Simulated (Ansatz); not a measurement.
ZnSe (Stilleite) under changes of volume

One of the cells (22.757 Å³/atom); the others are scaled copies at fixed shape and fractional positions:

```
Se Zn
1.0
     0.00000    2.83380    2.83380
     2.83380    0.00000    2.83380
     2.83380    2.83380    0.00000
Se Zn
1 1
Direct
  0.75000 0.75000 0.75000
  0.00000 0.00000 0.00000
```

| Property | Result |
| --- | --- |
| Program | Ansatz 0.2.0 |
| Functional | BHLYP |
| Potentials or basis | Ansatz PAW |
| Cutoff | 420 eV (not typed: the program's choice for these potentials) |
| k mesh | 4 × 4 × 4 |
| Occupations | fermi-dirac, width 0.05 eV |
| Spin | no spin polarisation |

```tsv
volume (Å³/atom)	energy over the lowest point (meV/atom)	pressure (GPa)	gap on the mesh (eV)
21.391	60.07	8.6	5.31
21.846	?	?	?
22.301	22.17	4.9	5.08
22.757	10.55	3.3	4.97
23.212	3.29	1.9	4.86
23.667	0.00	0.6	4.75
24.122	0.03	-0.6	4.65
```

Question: What does the run at 21.846 Å³/atom give?

Answer: Energy over the lowest point 38.42 meV/atom; pressure 6.6 GPa; gap on the mesh 5.20 eV.

Worked out: A Birch-Murnaghan fit of order 3 (a polynomial in V^(-2/3)) to the other rows has its minimum at 23.88 Å³/atom with B0 = V·E''(V) = 61 GPa and B' = 4.4. It gives 38.46 meV/atom at 21.846 Å³/atom, against the run's 38.42, and -dE/dV = 6.6 GPa, against 6.6. A straight line through the other rows of the gap, of slope -5.51 eV per unit of ln V (its deformation potential), gives 5.19 eV, against the run's 5.20.

Energies are extrapolated to zero smearing.

Caveats: all runs use coarse meshes; the PAW data sets come from PBE, with cores solved anew for the run's functional, which leaves a small shift of forces and pressure; the thresholds are loose for stress.

Spin-orbit coupling on Se is left out.
